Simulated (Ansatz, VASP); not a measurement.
## BAs: VASP beside Ansatz

POSCAR

```
BAs
1.0
    0.0000000000      2.3918676038      2.3918676038
    2.3918676038      0.0000000000      2.3918676038
    2.3918676038      2.3918676038      0.0000000000
B As
1 1
Direct
    0.0000000000      0.0000000000      0.0000000000
    0.2500000000      0.2500000000      0.2500000000
```

INCAR.step1

```
PREC = Accurate
ENCUT = 520
EDIFF = 1E-5
ISMEAR = 0
SIGMA = 0.01
LREAL = F
LASPH = T
NELM = 100
ALGO = Normal
ISIF = 2
LWAVE = T
LCHARG = F
GGA = PE
NBANDS = 11
```

The input INCAR.step2:

```
PREC = Accurate
ENCUT = 520
EDIFF = 1E-6
ISMEAR = 0
SIGMA = 0.01
LREAL = F
LASPH = T
NELM = 100
ALGO = Normal
ISIF = 2
LWAVE = F
LCHARG = F
GGA = PE
LHFCALC = T
AEXX = 0.75
HFSCREEN = 0.2078
PRECFOCK = Normal
ISTART = 1
NBANDS = 11
```

Contents of KPOINTS:

```
regular mesh
0
Gamma
  4 4 4
```

Input for Ansatz:

```yaml
crystal:
  lattice:
    - [0.0, 2.3918676038, 2.3918676038]
    - [2.3918676038, 0.0, 2.3918676038]
    - [2.3918676038, 2.3918676038, 0.0]
  atoms:
    - { symbol: B, position: [0.0, 0.0, 0.0] }
    - { symbol: As, position: [0.25, 0.25, 0.25] }
kpoints:
  mp_grid: { grid: [4, 4, 4] }
hamiltonian:
  xc:
    exchange: pbe
    correlation: pbe
    exx: { coeff: 0.75, omega: 0.2078 }
scf:
  occupations: { method: fixed }
  n_extra_bands: 4
output:
  forces: true
  stress: true
  eigenvalues: true
```

Alike in both runs: task single point; functional PBE-based screened hybrid; k mesh 4 × 4 × 4; no spin polarisation.

|  | VASP | Ansatz |
| --- | --- | --- |
| version | VASP 6.6.1 | Ansatz 0.2.0 |
| potentials or method | VASP PAW PBE potentials, release 64 (B, As) | plane waves |
| plane-wave cutoff (eV) | 520 | 420 |
| occupations | gaussian, width 0.01 eV | fixed |
| valence electrons in the cell | 8 | 18 |

|  | VASP | Ansatz | Ansatz less VASP |
| --- | --- | --- | --- |
| gap on the k mesh at the Fermi level (eV) | 3.69 | 3.60 | -0.090 |
| pressure (GPa) | -8.0 | -6.0 | +2.02 |

The two sets of potentials don't hold the same shells in valence. Ansatz warned: «stress_exchange_threshold_loose».

Caveats: the k mesh is coarse (spacing up to 0.57 Å⁻¹), so the values aren't converged; the PAW data sets were made with another functional, which shifts forces and pressure a little (VASP). A k mesh can miss the band edges.
